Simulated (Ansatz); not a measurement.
Runs of Ansatz 0.2.0 on CdTe. It takes space group F-43m (No. 216, cubic). The conventional cell has a = 6.410 Å, b = 6.410 Å, c = 6.410 Å, α = 90.00°, β = 90.00°, γ = 90.00°. Around Te (site symmetry -43m) lie 4 Cd at 2.78 Å. Around Cd (site symmetry -43m) lie 4 Te at 2.78 Å. 

```tsv
task	level	spin	cell	k mesh	points for each segment of the path	gap on the mesh (eV)	pressure (GPa)	relaxed volume (Å³/atom)
band structure	PBEsol	off	as given	7 × 7 × 7	14	0.76	1.7	-
relaxation of cell and atoms	revPBE+D3(BJ)	off	relaxed	7 × 7 × 7	-	0.88	0.0	34.14
band structure	LDA	SOC, no magnetisation	as given	5 × 5 × 5	14	(a)	0.1	-
relaxation of cell and atoms	revPBE+D4	off	relaxed	7 × 7 × 7	-	(b)	0.0	34.53
relaxation of cell and atoms	PBEsol	off	relaxed	7 × 7 × 7	-	0.65	0.0	(c)
```

Alike in all rows: potentials or basis Ansatz PAW; cutoff (eV) 420; smearing fermi-dirac 0.05 eV.

Estimate the missing entries.

(a) 0.33; (b) 0.84; (c) 34.16.

Caveats: the PAW data sets come from PBE, with cores solved anew for the run's functional, which leaves a small shift of forces and pressure; spin-orbit coupling is left out, which moves the levels of the heavy elements (some runs); odd divisions of the mesh miss points on the zone boundary, where band edges often lie, so the gap on the mesh can be too wide (some runs); the plane-wave basis is chosen anew once the cell has moved, so the energies of steps on either side of that aren't comparable (some runs).

A k mesh can miss the band edges, and rows without SOC leave out spin-orbit coupling on Cd, Te.

Runs at the PBE level aren't shown here.
